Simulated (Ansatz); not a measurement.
## TiSi$_{2}$: frozen-core PAW against all-electron methods

```
Ti Si
1.0
    -0.08379    4.07538    4.22032
     2.34389   -0.06648    4.23764
     2.34532    4.09413   -0.06505
Ti Si
2 4
Direct
  0.75000 0.75000 0.75000
  0.50000 0.50000 0.50000
  0.08300 0.41700 0.08300
  0.41700 0.08300 0.41700
  0.16700 0.83300 0.16700
  0.83300 0.16700 0.83300
```

Atoms are numbered in the order listed.

The cell is COD entry 1010453, as deposited and not checked against the literature; nothing was relaxed. It is an old determination, and later ones may differ. The listed cell was then made from it by scaling, straining or moving an atom.

Levels of theory: DFT, PBEsol, PAW with Ansatz's default frozen-core files, scalar-relativistic (Ansatz 0.2.0); DFT, PBEsol, all-electron PAW with datasets made for the crystal, scalar-relativistic (Ansatz 0.2.0); DFT, PBEsol, all-electron LAPW, scalar-relativistic (Ansatz 0.2.0).

For PAW: a Γ-centred 8×8×8 k mesh, Fermi–Dirac smearing of 0.08 eV, cutoff 420 eV, no spin polarisation; the PAW files were made with PBE, and the program remakes their frozen cores for this functional. The crystal-made all-electron datasets (AE datasets) take a cutoff of 260 eV at this cell. LAPW targets a basis error of 0.5 meV/atom. The Ansatz runs share mesh, smearing and spin set-up. Plane-wave (PAW) pressures include the program's estimate of the Pulay term.

Stress and pressure are positive in compression.

The change that made this cell: equal xy, yz and zx engineering shear strains of -2 %.

```json
{"quantity": "pressure (GPa)", "PAW": "-1.55", "AE datasets": "-1.55", "LAPW": "-1.55"}
{"quantity": "stress xx (GPa)", "PAW": "-0.89", "AE datasets": "-0.88", "LAPW": "-0.88"}
{"quantity": "stress yy (GPa)", "PAW": "-1.98", "AE datasets": "-1.97", "LAPW": "-1.97"}
{"quantity": "stress zz (GPa)", "PAW": "-1.78", "AE datasets": "-1.79", "LAPW": "-1.79"}
{"quantity": "stress yz (GPa)", "PAW": "1.92", "AE datasets": "1.92", "LAPW": "1.92"}
{"quantity": "stress xz (GPa)", "PAW": "3.17", "AE datasets": "3.17", "LAPW": "3.17"}
{"quantity": "stress xy (GPa)", "PAW": "2.63", "AE datasets": "2.63", "LAPW": "2.63"}
{"quantity": "force on Ti1, y (eV/Å)", "PAW": "-0.136", "AE datasets": "-0.136", "LAPW": "-0.136"}
{"quantity": "force on Si3, y (eV/Å)", "PAW": "0.110", "AE datasets": "0.110", "LAPW": "0.110"}
{"quantity": "force on Si4, y (eV/Å)", "PAW": "-0.233", "AE datasets": "-0.233", "LAPW": "-0.233"}
```
